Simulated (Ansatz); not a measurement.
# ZnF2: the band gap up the ladder of functionals

The task here is to estimate one member of a computed series from the others.

Program: Ansatz 0.2.0. PAW datasets, plane waves. The values are computed, spin-unpolarised, and not measurements.

### The cell

The cell was relaxed beforehand with r2SCAN.

Space group P4_2/mnm (No. 136), tetragonal; conventional cell a = 4.703 Å, c = 3.127 Å, 11.53 Å³ an atom. Around Zn lie 6 F at 2.02–2.04 Å; around F lie 3 Zn at 2.02–2.04 Å.

Structure file:

```xyz
6
Lattice="4.7034 0.0000 0.0000 0.0000 4.7034 0.0000 0.0000 0.0000 3.1268" Properties=species:S:1:pos:R:3 pbc="T T T"
Zn    0.0000    0.0000    0.0000
Zn    2.3517    2.3517    1.5634
F     1.4260    1.4260    0.0000
F     0.9257    3.7777    1.5634
F     3.2773    3.2773    0.0000
F     3.7777    0.9257    1.5634
```

The first run:

File input.yaml:

```yaml
crystal:
  lattice:
    - [4.7033622559, 0.0, 0.0]
    - [0.0, 4.7033622559, 0.0]
    - [0.0, 0.0, 3.1267882483]
  atoms:
    - { symbol: Zn, position: [0.0, 0.0, 0.0] }
    - { symbol: Zn, position: [0.5, 0.5, 0.5] }
    - { symbol: F, position: [0.3031905506, 0.3031905506, 0.0] }
    - { symbol: F, position: [0.1968094494, 0.8031905506, 0.5] }
    - { symbol: F, position: [0.6968094494, 0.6968094494, 0.0] }
    - { symbol: F, position: [0.8031905506, 0.1968094494, 0.5] }
kpoints:
  mp_grid: { grid: [6, 6, 8] }
  band_path:
    path:
      - [[0.0, 0.0, 0.0], [-3.306923216392e-51, 0.5, 0.0], [0.5, 0.5, 0.0], [0.0, 0.0, 0.0], [0.0, 0.0, 0.5], [-3.306923216392e-51, 0.5, 0.5], [0.5, 0.5, 0.5], [0.0, 0.0, 0.5]]
      - [[-3.306923216392e-51, 0.5, 0.0], [-3.306923216392e-51, 0.5, 0.5]]
      - [[0.5, 0.5, 0.0], [0.5, 0.5, 0.5]]
    npoints: 10
hamiltonian:
  xc: pbe
scf:
  occupations: { method: fermi_dirac, width: 0.02 }
  n_extra_bands: 5
output:
  forces: true
  stress: true
  eigenvalues: true
```

Started as:

```sh
ansatz run input.yaml --threads 2 --pin off --max-ram 29491MiB --backend cpu --events-out ev --progress --plain --runs-dir out
```

Steps of the session up to this table: PBE bands along the symmetry lines; r2SCAN at the same geometry; HSE06 at the same geometry; PBE0 at the same geometry; LDA at the same geometry; DDH-PBE0; r2SCAN0.

One of the session's tables, all rows but one given; the rest of the session is left out.

| level | gap (eV) |
| --- | --- |
| PBE | 3.58 |
| r2SCAN | ? |
| HSE06 | 6.16 |
| PBE0 | 6.90 |
| LDA | 3.37 |
| DDH-PBE0 | 8.77 |
| r2SCAN0 | 7.41 |

Estimate the missing values for r2SCAN.

The run gave: gap (eV): 4.28. In the column «gap (eV)» it lies between PBE (3.58) and HSE06 (6.16).

Meshes: PBE 6×6×8, r2SCAN 6×6×8, HSE06 4×4×6, PBE0 4×4×6, LDA 6×6×8, DDH-PBE0 4×4×6, r2SCAN0 4×4×6

The gap runs from 3.37 eV (LDA) to 8.77 eV (DDH-PBE0). PBE reaches 58 % of the HSE06 value, and r2SCAN 69 %. PBE0 lies 0.75 eV above HSE06, which differs from it by screening the long-range exchange. The levels disagree on whether the gap is direct.

Limits of these values: Warnings in the runs' records: stress scf threshold loose, stress exchange threshold loose.
